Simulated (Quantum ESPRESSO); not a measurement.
# ZrB2 and the effect of the Hubbard U on Zr d

```
CELL_PARAMETERS angstrom
3.17000 0.00000 0.00000
-1.58500 2.74530 0.00000
0.00000 0.00000 3.53300
ATOMIC_POSITIONS crystal
Zr 0.00000 0.00000 0.00000
B 0.66667 0.33333 0.50000
B 0.33333 0.66667 0.50000
```

Kept alike: task single point; functional PBEsol; k mesh 10 × 10 × 8; occupations fermi-dirac, width 0.05 eV; no spin polarisation. Program: Quantum ESPRESSO, GBRV 1.5 PBEsol, cutoff 612 eV. The mesh is that of the run's cell of 3 atoms. No spin-orbit coupling.

```csv
"Hubbard U on Zr d, U (eV)",pressure (GPa)
0,-4.04
1,-4.83
2,-5.64
3,-6.48
4,-7.35
5,-8.22
6,-9.12
8,-10.87
```

Pressure is positive in compression; the values hold the error of the finite cutoff, so their zero can differ a little from the energy's minimum. U acts here on a shell without spin polarisation. For a metal such a mesh leaves the last digits unconverged. How U acts hangs on the program's projectors.

The pressure falls from -4.04 to -10.87 GPa between 0 and 8 eV.

At this fixed cell the pressure is negative throughout and becomes steadily more so with U, from -4.04 to -10.87 GPa, so the Hubbard term favours a smaller equilibrium volume. This is opposite to the expansion often seen when U localises d electrons and weakens their bonding. In ZrB2 the Zr 4d shell is less than half filled and broadly mixed with B 2p, so U mainly penalises partial d occupation. The added tension means that this penalty falls on compression, probably because d weight shifts towards boron-centred bonding states. The nearly even response suggests that the occupations change only modestly as U grows.

The cell is close to the measured one, so U moves the predicted volume further from experiment. Together with the extended, itinerant character of the 4d states, this gives no support for a large U in this metal. The pressure alone doesn't show whether the contraction would fall mainly within the boron sheets or between them.
